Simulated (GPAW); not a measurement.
# InAs: band structure with PBEsol

**Measured values to compare with.**

From a printed reference work, data compilation, for a bulk crystal of InAs at 4.2 K: band gap 0.418 eV (direct).

The system is InAs.

```xyz
2
Lattice="0.0000 3.0180 3.0180 3.0180 0.0000 3.0180 3.0180 3.0180 0.0000" Properties=species:S:1:pos:R:3 pbc="T T T"
In    0.0000    0.0000    0.0000
As    4.5270    4.5270    4.5270
```

```
Program                   : GPAW 26.7.0
Task                      : band structure
Functional                : PBEsol
Potentials or basis       : PAW data sets generated in the run's folder for this functional
Cutoff                    : 600 eV
Basis                     : pw
k mesh                    : 6 × 6 × 6
Occupations               : fermi-dirac, width 0.05 eV
Spin                      : spin-orbit coupling, no magnetisation
Maxiter                   : 150
Band path                 : GXWKGLUWLK,UX
Band points               : 100
spin axis theta (degrees) : 90
spin axis phi (degrees)   : 0
Soc after scf             : second variation
```

| Property | Result |
| --- | --- |
| Pressure | 1.4 GPa |
| Band gap along the path | none (metal or under the smearing width) |

Levels at the corners of the path, in eV from the Fermi level:
```tsv
point	band 14	band 15	band 16	band 17	band 18	band 19	band 20	band 21	band 22	band 23
Γ	-0.38	-0.37	-0.37	0.00	0.00	0.00	0.00	3.37	3.37	3.88
X	-6.03	-2.51	-2.51	-2.50	-2.50	1.30	1.30	1.87	1.87	8.92
W	-5.85	-3.20	-3.15	-3.09	-3.00	3.96	4.09	4.14	4.16	4.65
K	-5.87	-3.49	-3.47	-2.12	-2.12	1.89	1.89	4.07	4.13	6.99
Γ	-0.38	-0.37	-0.37	0.00	0.00	0.00	0.00	3.37	3.37	3.88
L	-5.97	-1.27	-1.27	-1.01	-1.01	0.76	0.76	4.39	4.39	4.59
U	-5.87	-3.49	-3.47	-2.12	-2.12	1.89	1.89	4.07	4.13	6.99
W	-5.85	-3.20	-3.15	-3.09	-3.00	3.96	4.09	4.14	4.16	4.65
L	-5.97	-1.27	-1.27	-1.01	-1.01	0.76	0.76	4.39	4.39	4.59
K	-5.87	-3.49	-3.47	-2.12	-2.12	1.89	1.89	4.07	4.13	6.99
U	-5.87	-3.49	-3.47	-2.12	-2.12	1.89	1.89	4.07	4.13	6.99
X	-6.03	-2.51	-2.51	-2.50	-2.50	1.30	1.30	1.87	1.87	8.92
```

It took 57 s on 1 thread of Arm Neoverse V1, with other jobs on the host, peak memory 0.33 GiB.

Measured gap of InAs: 0.418 eV (direct; 4.2 K; a printed reference work, data compilation). This calculation gives 0.00 eV (-0.42 eV). The value is that of PBEsol, without temperature or zero-point motion. Semilocal functionals fall short of measured gaps as a rule.

Caveat: spin-orbit coupling was added after a scalar SCF, so levels and gaps hold it while energy, forces, pressure and moments don't; this program's spin-orbit splittings come out too wide for heavy elements; this crystal is a semiconductor, whose small gap the functional closes, so the metal is an error of the method.
